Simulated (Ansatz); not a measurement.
# CaO: the cost of one run

Computed with Ansatz 0.2.0 (plane waves, PAW, unless a step's input says otherwise).

## 1. The starting structure

The structure is hexagonal, space group P6_3/mmc (No. 194). The conventional cell has a = 3.981 Å, b = 3.981 Å, c = 4.770 Å, α = 90.00°, β = 90.00°, γ = 120.00°. Ca (site symmetry -6m2) has 5 O at 2.30 to 2.39 Å as nearest neighbours. O (site symmetry -6m2) has 5 Ca at 2.30 to 2.39 Å as nearest neighbours.

Coordinates:

```
Ca O
1.0
     3.98103    0.00000    0.00000
    -1.99051    3.44767    0.00000
     0.00000    0.00000    4.77012
Ca O
2 2
Direct
  0.33333 0.66667 0.25000
  0.66667 0.33333 0.75000
  0.66667 0.33333 0.25000
  0.33333 0.66667 0.75000
```

Cell and atoms come from an earlier r2SCAN relaxation.

## 2. PBE, anion s p, 6×6×4

The input, input.yaml:

```yaml
crystal:
  lattice:
    - [3.9810268818, 0.0, 0.0]
    - [-1.9905134409, 3.4476704128, 0.0]
    - [0.0, 0.0, 4.7701152067]
  atoms:
    - { symbol: Ca, position: [0.3333333333, 0.6666666667, 0.25] }
    - { symbol: Ca, position: [0.6666666667, 0.3333333333, 0.75] }
    - { symbol: O, position: [0.6666666667, 0.3333333333, 0.25] }
    - { symbol: O, position: [0.3333333333, 0.6666666667, 0.75] }
kpoints:
  mp_grid: { grid: [6, 6, 4] }
  band_path:
    path:
      - [[0.0, 0.0, 0.0], [0.5, -1.7226868224e-17, 1.929067111368e-35], [0.3333333333333, 0.3333333333333, 3.858134222737e-35], [0.0, 0.0, 0.0], [0.0, 3.761979577849e-53, 0.5], [0.5, -1.7226868224e-17, 0.5], [0.3333333333333, 0.3333333333333, 0.5], [0.0, 3.761979577849e-53, 0.5]]
      - [[0.5, -1.7226868224e-17, 0.5], [0.5, -1.7226868224e-17, 1.929067111368e-35]]
      - [[0.3333333333333, 0.3333333333333, 0.5], [0.3333333333333, 0.3333333333333, 3.858134222737e-35]]
    npoints: 10
hamiltonian:
  xc: pbe
scf:
  occupations: { method: fixed }
  n_extra_bands: 6
output:
  forces: false
  stress: false
  eigenvalues: true
  wannier:
    kmesh: [6, 6, 4]
    projections: [{ species: O, l: s, shell: 2 }, { species: O, l: p, shell: 2 }]
    minimise: true
    write_hr: true
    conv_tol: 1.0e-08
    max_iter: 3000
```

Run with:

```sh
ansatz run input.yaml --threads 4 --pin off --max-ram 3686MiB --backend cpu --events-out ev --progress --plain --runs-dir out
```

**Question.** How long does this run take on 4 threads of Arm Neoverse N1, shared host, and how much memory does it need?

About 4.1 s, with a peak of 0.31 GiB.
